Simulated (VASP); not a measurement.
# GaN: molecular dynamics with a monitored distance, by stops when the distance exceeds

GaN, F-43m (no. 216), 8 atoms in the cell. PBE, molecular dynamics; PAW potentials Ga, N (PBE set).

| Stops when the distance exceeds (Å) | Largest distance met (Å) | Steps run | Mean temperature (K) | Time (s) |
|---|---|---|---|---|
| 2.069 | 2.009 | 80 | 971 | 223 |
| 3.123 | 2.009 | 80 | 971 | 216 |

Limits: 80 fs of 8 atoms are too short for converged averages; the distance is that to the nearest periodic copy, which so small a cell caps; the cell is only 4.5 Å across, so each atom moves in step with near copies of itself.

## Input of the first row

INCAR:
```
ALGO = Normal ; ANDERSEN_PROB = 0.05
EDIFF = 1E-5 ; ENCUT = 400
GGA = PE ; IBRION = 0
ISIF = 2 ; ISMEAR = 0
ISYM = 0 ; KPAR = 2
LASPH = True ; LCHARG = False
LREAL = Auto ; LWAVE = False
MDALGO = 1 ; NELM = 60
NELMIN = 4 ; NSW = 80
POTIM = 1.0 ; PREC = Normal
RANDOM_SEED = 463279 0 0 ; SIGMA = 0.05
TEBEG = 1000 ; TEEND = 1000
VALUE_MAX = 2.069 ; VALUE_MIN = 0.976
```

KPOINTS:
```
k-points
0
Monkhorst-Pack
  2 2 2
```

ICONST:
```
R 1 8 7
```

POSCAR:
```
GaN
1.0
    4.5070012150      0.0000000000      0.0000000000
    0.0000000000      4.5070012150      0.0000000000
    0.0000000000      0.0000000000      4.5070012150
Ga N
4 4
Direct
    0.0000000000      0.0000000000      0.0000000000
    0.0000000000      0.5000000000      0.5000000000
    0.5000000000      0.0000000000      0.5000000000
    0.5000000000      0.5000000000      0.0000000000
    0.2500000000      0.2500000000      0.7500000000
    0.2500000000      0.7500000000      0.2500000000
    0.7500000000      0.2500000000      0.2500000000
    0.7500000000      0.7500000000      0.7500000000
```

Commands:
```
cat potpaw_PBE.64/Ga/POTCAR potpaw_PBE.64/N/POTCAR > POTCAR
mpirun -np 2 vasp_std > vasp.out
```

Changes of the last row against the first:
```
- VALUE_MAX = 2.069
+ VALUE_MAX = 3.123
```

VASP 6.6.1 took 223 s on 2 cores (Intel Xeon Platinum 8259CL @ 2.50GHz (Skylake/Cascade Lake)), a shared host.
